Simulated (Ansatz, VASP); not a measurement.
**Cross-check of SnC62 between VASP and Ansatz**

Aim: how closely do two programs agree when they are given the same cell, functional and k mesh? The cell is taken from a series of runs on this material, whose earlier steps may have relaxed, scaled, displaced or heated it; both programs get it as it stands.

Main program and level: Ansatz 0.2.0; plane waves, with VASP 6.6.1 beside it; single point at HSE06.

In doubt: the hybrid run may have settled on a false gap or state, so the values of those runs are not to be relied on; a hybrid run on one k-point, which bears on gaps, levels and energies.

## 1. The starting structure

The cell holds 63 atoms: 62 C and 1 Sn. Cell: a = 7.143 Å, b = 7.143 Å, c = 7.143 Å, α = 90.0°, β = 90.0°, γ = 90.0°. It derives from C (C (Fd-3m)). Nearest the centre at fractional (0.312, 0.312, 0.312): Sn63 at 0.00 Å, C4 at 2.09 Å, C6 at 2.09 Å, C5 at 2.09 Å, C40 at 2.09 Å, C47 at 2.09 Å, C25 at 2.09 Å, C15 at 2.70 Å. The cell carries charge −1.

## 2. Ansatz: single point, HSE06

Ansatz runs on its default PAW (the set named soft_2) files.

With cell and atoms fixed, the geometry can't cause a difference; cores, projectors, grids and the points listed under the comparison can.

input.yaml reads:

```yaml
crystal:
  lattice:
    - [7.14316351, 0.0, 0.0]
    - [0.0, 7.14316351, 0.0]
    - [0.0, 0.0, 7.14316351]
  atoms:
    - { symbol: C, position: [0.000930474, 0.000930474, 0.254142831] }
    - { symbol: C, position: [0.000930474, 0.254142831, 0.000930474] }
    - { symbol: C, position: [0.254142831, 0.000930474, 0.000930474] }
    - { symbol: C, position: [0.114037055, 0.114037055, 0.394878238] }
    - { symbol: C, position: [0.114037055, 0.394878238, 0.114037055] }
    - { symbol: C, position: [0.394878238, 0.114037055, 0.114037055] }
    - { symbol: Sn, position: [0.3125, 0.3125, 0.3125] }
    - { symbol: C, position: [0.000210081, 0.000210081, 0.752201168] }
    - { symbol: C, position: [-0.006114787, 0.245819079, 0.505850226] }
    - { symbol: C, position: [0.245819079, -0.006114787, 0.505850226] }
    - { symbol: C, position: [0.249575904, 0.249575904, 0.750289507] }
    - { symbol: C, position: [0.127713804, 0.127713804, 0.878357441] }
    - { symbol: C, position: [0.119149774, 0.379180921, 0.631114787] }
    - { symbol: C, position: [0.379180921, 0.119149774, 0.631114787] }
    - { symbol: C, position: [0.375424096, 0.375424096, 0.874710493] }
    - { symbol: C, position: [-0.006114787, 0.505850226, 0.245819079] }
    - { symbol: C, position: [0.000210081, 0.752201168, 0.000210081] }
    - { symbol: C, position: [0.245819079, 0.505850226, -0.006114787] }
    - { symbol: C, position: [0.249575904, 0.750289507, 0.249575904] }
    - { symbol: C, position: [0.119149774, 0.631114787, 0.379180921] }
    - { symbol: C, position: [0.127713804, 0.878357441, 0.127713804] }
    - { symbol: C, position: [0.379180921, 0.631114787, 0.119149774] }
    - { symbol: C, position: [0.375424096, 0.874710493, 0.375424096] }
    - { symbol: C, position: [-0.004681002, 0.499300083, 0.751722889] }
    - { symbol: C, position: [-0.004681002, 0.751722889, 0.499300083] }
    - { symbol: C, position: [0.230121762, 0.510962945, 0.510962945] }
    - { symbol: C, position: [0.249427456, 0.750134032, 0.750134032] }
    - { symbol: C, position: [0.125699917, 0.629681002, 0.873277111] }
    - { symbol: C, position: [0.125699917, 0.873277111, 0.629681002] }
    - { symbol: C, position: [0.370857169, 0.624069526, 0.624069526] }
    - { symbol: C, position: [0.375572544, 0.874865968, 0.874865968] }
    - { symbol: C, position: [0.505850226, -0.006114787, 0.245819079] }
    - { symbol: C, position: [0.505850226, 0.245819079, -0.006114787] }
    - { symbol: C, position: [0.752201168, 0.000210081, 0.000210081] }
    - { symbol: C, position: [0.750289507, 0.249575904, 0.249575904] }
    - { symbol: C, position: [0.631114787, 0.119149774, 0.379180921] }
    - { symbol: C, position: [0.631114787, 0.379180921, 0.119149774] }
    - { symbol: C, position: [0.878357441, 0.127713804, 0.127713804] }
    - { symbol: C, position: [0.874710493, 0.375424096, 0.375424096] }
    - { symbol: C, position: [0.499300083, -0.004681002, 0.751722889] }
    - { symbol: C, position: [0.510962945, 0.230121762, 0.510962945] }
    - { symbol: C, position: [0.751722889, -0.004681002, 0.499300083] }
    - { symbol: C, position: [0.750134032, 0.249427456, 0.750134032] }
    - { symbol: C, position: [0.629681002, 0.125699917, 0.873277111] }
    - { symbol: C, position: [0.624069526, 0.370857169, 0.624069526] }
    - { symbol: C, position: [0.873277111, 0.125699917, 0.629681002] }
    - { symbol: C, position: [0.874865968, 0.375572544, 0.874865968] }
    - { symbol: C, position: [0.510962945, 0.510962945, 0.230121762] }
    - { symbol: C, position: [0.499300083, 0.751722889, -0.004681002] }
    - { symbol: C, position: [0.751722889, 0.499300083, -0.004681002] }
    - { symbol: C, position: [0.750134032, 0.750134032, 0.249427456] }
    - { symbol: C, position: [0.624069526, 0.624069526, 0.370857169] }
    - { symbol: C, position: [0.629681002, 0.873277111, 0.125699917] }
    - { symbol: C, position: [0.873277111, 0.629681002, 0.125699917] }
    - { symbol: C, position: [0.874865968, 0.874865968, 0.375572544] }
    - { symbol: C, position: [0.497286196, 0.497286196, 0.746642559] }
    - { symbol: C, position: [0.497286196, 0.746642559, 0.497286196] }
    - { symbol: C, position: [0.746642559, 0.497286196, 0.497286196] }
    - { symbol: C, position: [0.748540806, 0.748540806, 0.748540806] }
    - { symbol: C, position: [0.624789919, 0.624789919, 0.872798832] }
    - { symbol: C, position: [0.624789919, 0.872798832, 0.624789919] }
    - { symbol: C, position: [0.872798832, 0.624789919, 0.624789919] }
    - { symbol: C, position: [0.876459194, 0.876459194, 0.876459194] }
total_charge: -1
basis:
  ecutwfc: 420
  xc_grid: 2
hamiltonian:
  xc: hse06
kpoints:
  mp_grid: { grid: [1, 1, 1] }
magnetization:
  spin_polarized: true
  initial_magnetization: 1
  spin_locking: { lock_magnetization: hard }
scf:
  occupations: { method: fermi_dirac, width: 0.01 }
  max_iter: 120
  n_extra_bands: 20
  lower_state_search: "off"
output:
  forces: true
checkpoint:
  read: "../ground.run"
  write: "../ground_at_excited.run"
  compress: false
  write_wavefunctions: true
  write_every: 100000
```

Launch:

```bash
$ ansatz run input.yaml --threads 4 --pin off --max-ram 7536MiB --backend cpu --events-out ev --progress --plain --runs-dir out
```

Numbers of over 12 decimals in the logs are rounded to 6 here.

The log of the run:

```text
Warning: the band count 152 (scf.n_extra_bands) hosts the net moment |M| = 1.0000 μB (N_el = 263) but caps the reachable moment at 2·n_bands − N_el = 41.0000 μB, below the 195 bands that the automatic rule leaves for it — a moment growing past the seed, or the majority channel's smearing tail, pins there with fewer empty majority states than that count leaves; raise or omit scf.n_extra_bands unless the cap is intended
Warning: checkpoint.read: the run can stay near the saved state's solution: 62 site(s) moved relative to the saved geometry (max |Δs| = 1.727e-3 fractional); the SCF starts from the saved state under `checkpoint.density_extrapolation: transplant`, in force with no word given; its orbitals are not used off its sites. A run without `checkpoint.read` takes nothing of the state. A lower free energy from it at the same positions (and U, V and field ramp, if any), with starting moments typed, shows a solution that this start missed, and an equal or higher one rules none out (checkpoint.read, Limitations, in the input reference)
scf.n_extra_bands = 20 over 132 filled bands (N_el = 263.0): the run solves 152 bands
exact exchange: scf.exx.singularity resolves to wigner_seitz, which cuts the screened interaction at the faces of the exchange supercell's Wigner-Seitz cell, so that each pair interacts once, at the shortest of its separations (the periodic images that this leaves out come, for a point-like exchange hole, to about 0.122 eV on a filled level). The cut falls within the interaction's reach, and what an exchange supercel [...]
Engine: ansatz 0.2.0, aarch64-unknown-linux-gnu
Pseudopotentials: kind: paw
Pseudopotential: C, paw, valence charge 4, recommended cutoff 420 eV (normal), C.paw.azcp
Pseudopotential: Sn, paw, valence charge 14, recommended cutoff 420 eV (normal), Sn.paw.azcp
Functional definition: HSE06
  parameter a = 0.25
  parameter omega = 0.11/bohr
  exchange = pbe_x - a*pbe_x_sr(omega) + a*exact_x_sr(omega)
  correlation = pbe_c
Crystal: 63 atoms, lattice volume = 364.478 Å³
Basis set: ecut = 420 eV, 7123 PW (Γ), exchange–correlation on 96×96×96 points (8 copies of the dense FFT grid, shifted against one another)
Bands: 152, of which v1, the nominal top of the filled ones, is band 132 counted from 1 (131 counted from 0)
Symmetry: 12 space group operations
Space group: R-3m (ITA 166), of the structure as read, at distance tolerance 7.1e-5 Å
Magnetic group: BNS 166.97 (UNI 1327), of the structure as read, at distance tolerance 7.1e-5 Å
k-points: 1
Non-local potential: C, projectors of the file, l = 0: 2, l = 1: 2, l = 2: 1
Non-local potential: Sn, projectors of the file, l = 0: 2, l = 1: 2, l = 2: 2, l = 3: 2
PAW form: soft (Blöchl's): semilocal exchange-correlation on the pseudo side does not see the compensation charge
PAW frozen core: C, regenerated for the run's functional, and the local potential with it (the file was generated under x = pbe(κ = 0.804, μ = 0.219515), c = pbe(β = 0.066725))
PAW frozen core: Sn, regenerated for the run's functional, and the local potential with it (the file was generated under x = pbe(κ = 0.804, μ = 0.219515), c = pbe(β = 0.066725))
PAW one-centre angular grid: C, 110 points (default); XC on 64 Gauss nodes
PAW one-centre angular grid: Sn, 590 points (default); XC on 64 Gauss nodes
Initial density: read from a saved state, or passed on in memory by an earlier SCF of this step, an earlier step, the calling program or the single point that the run made first, carried with its atoms to this geometry
Starting moments: Σ|m| = 1 μB on 63 of 63 sites; this step starts from the density that it was given
Initial wavefunctions: pseudopotential atomic-orbital guess
Functional: x = pbe(κ = 0.804, μ = 0.219515), c = pbe(β = 0.066725), warm-up for x = pbe(κ = 0.804, μ = 0.219515) + 0.25 (exact − pbe) at short range (hse, ω = 0.207870 Å⁻¹), c = pbe(β = 0.066725); HSE06 as pw.x's `hse` composes it (authors' and Libxc's form: `xc: wpbeh`)
[...]
Free energy (F): -21551.720545 eV
Frozen-core exchange: fock
Harris-Foulkes:  -21551.720545 eV  (|F-HF|=1.46e-11)
Internal energy: -21551.706682 eV  (E = F + TS)
E sigma→0 (E₀):  -21551.713613 eV
Entropy (-TS):   -0.013863 eV (-0.220 meV/atom)
Fermi energy:    15.436467 (↑ 16.597743, ↓ 15.436467) eV
--- Per-component energies (eV) ---
  E_band       = 769.068852
  E_kinetic    = 5979.662181
  E_local      = -4389.727342  (includes V_loc(G=0)·N_el)
  E_nonlocal   = 1597.855388
  E_hartree    = 1313.930414
  E_xc         = -2763.765225
  E_vxc        = -3105.108126  (∫ρ·V_xc dr)
  E_exx        = -609.489306  (= α·E_x^exact, valence–valence)
  E_paw        = -10355.957661  (= ΣΔE_a)
  E_vpaw       = -722.495405  (= ΣTr[D̂ρ^β])
  E_aug_tail   = 0.000526  (compensation charges beyond the density's cutoff)
  E_ewald      = -12323.406999
  E_core_change = -0.808658  (= ΣΔE_core)
  E_smearing   = -0.013863  (= −TS)
  E_closure    = -0.000000  (closes the sum)
  E_deformation_potential = -22.016145  (in the stress; not in F)
  Σ components = -21551.720545   (vs F -21551.720545, Δ=0.00e0)
--- Forces (eV/Å), atoms counted from 1 ---
  atom   1  C      0.39518730     0.39518730     0.00122741
  atom   2  C      0.39518730     0.00122741     0.39518730
  atom   3  C      0.00122741     0.39518730     0.39518730
  atom   4  C     -0.33998427    -0.33998427    -0.20715498
  atom   5  C     -0.33998427    -0.20715498    -0.33998427
  atom   6  C     -0.20715498    -0.33998427    -0.33998427
  atom   7  Sn     0.00000000     0.00000000     0.00000000
  atom   8  C      0.36856512     0.36856512     0.42556687
  atom   9  C      0.43301724     0.86182825     0.33388605
  atom  10  C      0.86182825     0.43301724     0.33388605
  atom  11  C      0.50364342     0.50364342     0.44615335
  atom  12  C     -0.33909710    -0.33909710    -0.35112517
  atom  13  C     -0.33388605    -0.86182825    -0.43301724
  atom  14  C     -0.86182825    -0.33388605    -0.43301724
  atom  15  C     -0.50364342    -0.50364342    -0.44615335
  atom  16  C      0.43301724     0.33388605     0.86182825
  atom  17  C      0.36856512     0.42556687     0.36856512
  atom  18  C      0.86182825     0.33388605     0.43301724
  atom  19  C      0.50364342     0.44615335     0.50364342
  atom  20  C     -0.33388605    -0.43301724    -0.86182825
  atom  21  C     -0.33909710    -0.35112517    -0.33909710
  atom  22  C     -0.86182825    -0.43301724    -0.33388605
  atom  23  C     -0.50364342    -0.44615335    -0.50364342
  atom  24  C      0.41588908     0.70657724     0.36482960
[...]
atom  56  C      0.33909710     0.33909710     0.35112517
  atom  57  C      0.33909710     0.35112517     0.33909710
  atom  58  C      0.35112517     0.33909710     0.33909710
  atom  59  C      0.36946847     0.36946847     0.36946847
  atom  60  C     -0.36856512    -0.36856512    -0.42556687
  atom  61  C     -0.36856512    -0.42556687    -0.36856512
  atom  62  C     -0.42556687    -0.36856512    -0.36856512
  atom  63  C     -0.36946847    -0.36946847    -0.36946847
  max |Σ_I F_I| component: 3.33e-16 eV/Å
--- Band table (eV) ---
  k-point 0 ↑: bands = [... 128 lower, 12.0534, 13.0964, 14.7103, 14.7103, 18.4852, 18.4852, 18.6375, 18.7714, ... 2 higher]
  k-point 0 ↓: bands = [... 128 lower, 12.4700, 13.1096, 15.4365, 15.4365, 18.4977, 18.4977, 18.6466, 18.7833, ... 2 higher]
  guard bands above this table: 14 of the run's 152 bands. The solve was not asked for them (output.publish_guard_bands: true or output.eigenvalues: true publishes all)
```

(Continued in part 2 of 2.)

[Lines on the potential files, build, host, timing and source positions are cut from VASP's logs without a mark.]

[Logs are printed without paths, hosts, clocks, repeated set-up lines and the standing remarks that a program may print on its own settings, such as how far it seeks lower states.]

[Hosts, paths, dates, database ids (printed as entryN), source tags and the programs' standing remarks are cut or masked in the printed files.]
